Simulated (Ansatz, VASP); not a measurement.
## H: VASP beside Ansatz

Contents of POSCAR:

```
H
1.0
    2.7157514422     -2.5649490751      0.0000000000
    2.7157514422      2.5649490751      0.0000000000
    0.0000000000      0.0000000000      4.4248082838
H
4
Direct
    0.9520458164      0.0479541836      0.0641167107
    0.4520458164      0.5479541836      0.4358832893
    0.5479541836      0.4520458164      0.5641167107
    0.0479541836      0.9520458164      0.9358832893
```

File INCAR.step1:

```
SYSTEM = H
ALGO = Normal
EDIFF = 1E-5
ENCUT = 520
GGA = PE
ISIF = 2
ISMEAR = 0
LASPH = .True.
LREAL = .False.
LWAVE = .True.
NBANDS = 10
NELM = 100
PREC = Accurate
SIGMA = 0.02
```

The input INCAR.step2:

```
SYSTEM = H
AEXX = 0.25
ALGO = Normal
EDIFF = 1E-6
ENCUT = 520
GGA = PE
ISIF = 2
ISMEAR = 0
ISTART = 1
LASPH = .True.
LCHARG = .True.
LELF = .True.
LHFCALC = .True.
LREAL = .False.
LVHAR = .True.
LWAVE = .False.
NBANDS = 10
NELM = 100
PREC = Accurate
PRECFOCK = Normal
SIGMA = 0.02
```

File KPOINTS:

```
k-points
0
Gamma
  6 6 4
  0 0 0
```

Input for Ansatz:

```yaml
crystal:
  lattice:
    - [2.7157514422, -2.5649490751, 0.0]
    - [2.7157514422, 2.5649490751, 0.0]
    - [0.0, 0.0, 4.4248082838]
  atoms:
    - { symbol: H, position: [0.9520458164, 0.0479541836, 0.0641167107] }
    - { symbol: H, position: [0.4520458164, 0.5479541836, 0.4358832893] }
    - { symbol: H, position: [0.5479541836, 0.4520458164, 0.5641167107] }
    - { symbol: H, position: [0.0479541836, 0.9520458164, 0.9358832893] }
basis:
  ecutwfc: 420
kpoints:
  mp_grid: { grid: [6, 6, 4] }
  band_path:
    path:
      - [[0.0, 0.0, 0.0], [0.5, 0.5, 0.0], [0.47300647, 0.52699353, 0.0]]
      - [[-0.47300647, 0.47300647, 0.0], [0.0, 0.0, 0.0], [0.0, 0.0, 0.5], [-0.47300647, 0.47300647, 0.5]]
      - [[0.47300647, 0.52699353, 0.5], [0.5, 0.5, 0.5], [0.5, 0.5, 0.0]]
      - [[0.0, 0.0, 0.0], [0.0, 0.5, 0.0], [0.0, 0.5, 0.5], [0.0, 0.0, 0.5], [0.5, 0.5, 0.5]]
    npoints: 4
hamiltonian:
  xc: pbe0
scf:
  occupations: { method: gaussian, width: 0.02 }
output:
  forces: true
  stress: true
  eigenvalues: true
  populations: true
  dos: { projected: true, de: 0.02 }
  bader: false
  write_density: true
  write_potential: true
  elf: true
  volumetric_format: npy
```

Alike in both runs: task single point; functional PBE0; k mesh 6 × 6 × 4; occupations gaussian, width 0.02 eV; no spin polarisation.

|  | VASP | Ansatz |
| --- | --- | --- |
| version | VASP 6.6.1 | Ansatz 0.2.0 |
| potentials or method | VASP PAW PBE potentials, release 64 (H) | scalar-relativistic, plane waves, PAW |
| plane-wave cutoff (eV) | 520 | 420 |
| valence electrons in the cell | 4 | 4 |

VASP gave:

* gap on the k mesh at the Fermi level (eV): 11.65
* least direct gap on the mesh (eV): 12.18
* pressure (GPa): -0.4
* largest component of the traceless stress (GPa): 0.28
* rms of the force components (eV/Å): 0.120

Question: Which values does Ansatz return?

Answer: gap on the k mesh at the Fermi level (eV): 11.64; least direct gap on the mesh (eV): 12.18; pressure (GPa): -0.2; largest component of the traceless stress (GPa): 0.26; rms of the force components (eV/Å): 0.116.

Atom by atom the forces differ by 0.004 eV/Å (rms over components). Ansatz warned: «stress_exchange_threshold_loose».

Caveats: the PAW data sets were made with another functional, which shifts forces and pressure a little (VASP). A k mesh can miss the band edges.
